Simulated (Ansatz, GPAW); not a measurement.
Zr: programs and potentials compared

```
Zr
1.0
     3.23200    0.00000    0.00000
    -1.61600    2.79899    0.00000
     0.00000    0.00000    5.14700
Zr
2
Cartesian
  1.6160 0.9330 3.8603
  0.0000 1.8660 1.2868
```

Alike in all runs: task band structure; functional BLYP; k mesh 9 × 9 × 5; occupations fermi-dirac, width 0.05 eV; no spin polarisation; no spin-orbit coupling. Pressure is positive in compression and, in plane waves, holds the error of the finite cutoff, which Ansatz's Pulay term estimates and takes out.

```tsv
program and potentials	plane-wave cutoff (eV)	notes	pressure (GPa)
Ansatz, Ansatz PAW	420	potentials made for PBE, which Ansatz adapts in part; Pulay term of +0.03 GPa included	3.58
GPAW, PAW data sets generated for this functional	600	-	3.15
Ansatz, all-electron LAPW, scalar-relativistic	-	-	3.60
```

The pressure spans 3.15 (GPAW, PAW data sets generated for this functional) to 3.60 GPa (Ansatz, all-electron LAPW, scalar-relativistic), with all-electron results at 3.60. Some sets were made for another functional than the one run, which can shift their rows.

Differences between rows come from potentials, basis sets and numerical settings, since the functional is the same but for its coding. Runs on potential files found faulty are left out.

All three calculations put hcp Zr under compression at this cell, which is essentially the experimental one, so BLYP would favour a larger volume. This fits the functional's known tendency to underbind metals: its LYP correlation part does not recover the uniform electron gas limit, which matters for the delocalised s and d electrons that hold Zr together. Since the pressure is small beside the bulk modulus of the metal, the implied expansion is modest.

The sign of the pressure is robust to the choice of potential, its exact size less so. Ansatz PAW, at 3.58 GPa, nearly reproduces the all-electron 3.60 GPa, whereas GPAW gives 3.15 GPa although its data sets were generated for BLYP. Consistency between potential and functional therefore does not by itself secure the closest agreement here; the lower GPAW value probably reflects the construction of the data set, perhaps with some residual basis error. A single scalar pressure does not show how the expansion would divide between a and c.
